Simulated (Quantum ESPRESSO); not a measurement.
**Mn: equation of state with PBEsol**

The system is Mn.

```
Mn
1.0
     2.48365    0.00000    0.00000
    -1.24182    2.15090    0.00000
     0.00000    0.00000    4.02620
Mn
2
Direct
  0.33333 0.66667 0.25000
  0.66667 0.33333 0.75000
```

This isn't the form of Mn at room conditions, which is a 58-atom cubic cell.

| Item | Value |
| --- | --- |
| Program | Quantum ESPRESSO 7.5 |
| Task | equation of state |
| Functional | PBEsol |
| Potentials or basis | GBRV 1.5 PBEsol |
| Cutoff | 612 eV |
| Density cutoff | 4898 eV |
| k mesh | 12 × 12 × 7 |
| Occupations | fermi-dirac, width 0.05 eV |
| Spin | collinear spin, ferromagnetic start |
| Starting moments | [4.0, 4.0] μB |
| Mixing beta | 0.3 |
| Most SCF iterations | 120 |
| SCF threshold | 4e-10 Ry |

```json
{"Equilibrium volume": "10.33 Å³/atom", "Bulk modulus at fixed shape and positions": "310 GPa", "Pressure derivative of the bulk modulus": "4.5"}
```

Energy against volume, from the lowest point:
| volume (Å³/atom) | energy (meV/atom) |
| --- | --- |
| 10.109 | 4.57 |
| 10.324 | 0.00 |
| 10.539 | 4.11 |
| 10.754 | 16.00 |
| 10.969 | 34.81 |
| 11.184 | 59.81 |
| 11.399 | 90.34 |

All runs of the series together: 4.2 min on 2 threads of Arm Neoverse V1 (shared host).

Caveat: the cell was scaled at fixed shape and fractional positions, which overstates the stiffness of a crystal with free parameters, most of all of layers and chains.
